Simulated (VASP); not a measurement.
# Y: intraband terms of a metal's spectrum

Y, Fm-3m (no. 225), 1 atom in the cell. PBE, independent-particle dielectric function; PAW potentials Y_sv (PBE set).

## Input

INCAR.step1:
```
SYSTEM = Y
PREC = Accurate
ENCUT = 240
ISMEAR = 1
SIGMA = 0.1
EDIFF = 1E-7
LASPH = .TRUE.
KPAR = 4
LWAVE = .FALSE.
LCHARG = .TRUE.
LMAXMIX = 4
```

INCAR.step2:
```
SYSTEM = Y
PREC = Accurate
ENCUT = 240
ISMEAR = 0
SIGMA = 0.3
EDIFF = 1E-6
LASPH = .TRUE.
KPAR = 4
LWAVE = .TRUE.
LCHARG = .FALSE.
LMAXMIX = 4
ICHARG = 11
NBANDS = 20
NEDOS = 3000
OMEGAMAX = 30
CSHIFT = 0.1
```

INCAR.step3, as INCAR.step2 but for:
```
- LWAVE = .TRUE.
+ LWAVE = .FALSE.
+ LOPTICS = .TRUE.
+ ALGO = None
+ NELM = 1
+ ISTART = 1
```

INCAR.step4, as INCAR.step3 but for:
```
+ WPLASMAI = 0.03
```

INCAR.step5 to INCAR.step6 change the same tag again: WPLASMAI = 0.1, 0.3.

INCAR.step7, as INCAR.step6 but for:
```
- WPLASMAI = 0.3
+ RTIME = 40
```

INCAR.step8, as INCAR.step7 but for:
```
- RTIME = 40
+ RTIME = 5
```

INCAR.step9, as INCAR.step8 but for:
```
- RTIME = 5
+ LNABLA = .TRUE.
```

INCAR.step10, as INCAR.step9 but for:
```
- ISMEAR = 0
- LNABLA = .TRUE.
+ ISMEAR = -5
```

KPOINTS.step1:
```
k-points
0
Gamma
  9 9 9
```

KPOINTS.step2:
```
k-points
0
Gamma
  23 23 23
```

POSCAR:
```
Y
1.0
    0.0000000000      2.5519910612      2.5519910612
    2.5519910612      0.0000000000      2.5519910612
    2.5519910612      2.5519910612      0.0000000000
Y
1
Direct
    0.0000000000      0.0000000000      0.0000000000
```

Commands (each step's output is kept before the next begins):
```
cat potpaw_PBE.64/Y_sv/POTCAR > POTCAR
cp INCAR.step1 INCAR
cp KPOINTS.step1 KPOINTS
mpirun -np 4 vasp_std > vasp.out
cp INCAR.step2 INCAR
cp KPOINTS.step2 KPOINTS
mpirun -np 4 vasp_std > vasp.out
cp INCAR.step3 INCAR
mpirun -np 4 vasp_std > vasp.out
cp INCAR.step4 INCAR
mpirun -np 4 vasp_std > vasp.out
cp INCAR.step5 INCAR
mpirun -np 4 vasp_std > vasp.out
cp INCAR.step6 INCAR
mpirun -np 4 vasp_std > vasp.out
cp INCAR.step7 INCAR
mpirun -np 4 vasp_std > vasp.out
cp INCAR.step8 INCAR
mpirun -np 4 vasp_std > vasp.out
cp INCAR.step9 INCAR
mpirun -np 4 vasp_std > vasp.out
cp INCAR.step10 INCAR
mpirun -np 4 vasp_std > vasp.out
```

## Result

- Bands: 20

One ground state, settings moved in the last step alone:

| Settings | Plasma frequency (eV) | Im ε at 0.5 eV | Im ε at 1 eV | Im ε at 2 eV | Im ε at 4 eV | Time (s) |
|---|---|---|---|---|---|---|
| interband part alone | 3.87 | 31.2 | 27.8 | 15.6 | 4.5 | 14 |
| Drude term, WPLASMAI 0.03 | 3.87 | 34.7 | 28.3 | 15.6 | 4.5 | 12 |
| Drude term, WPLASMAI 0.1 | 3.87 | 42.7 | 29.3 | 15.8 | 4.5 | 11 |
| Drude term, WPLASMAI 0.3 | 3.87 | 57.6 | 31.9 | 16.1 | 4.6 | 11 |
| relaxation time RTIME 40 fs | 3.87 | 33.1 | 28.1 | 15.6 | 4.5 | 12 |
| relaxation time RTIME 5 fs | 3.87 | 45.9 | 29.8 | 15.8 | 4.6 | 10 |
| transversal form (LNABLA) | 3.86 | 31.0 | 27.7 | 15.5 | 4.5 | 9 |
| tetrahedron method | – | – | – | – | – | no result |

VASP 6.6.1 took 104 s on 4 cores (AMD EPYC 7R43 (Zen 3)), a shared host.
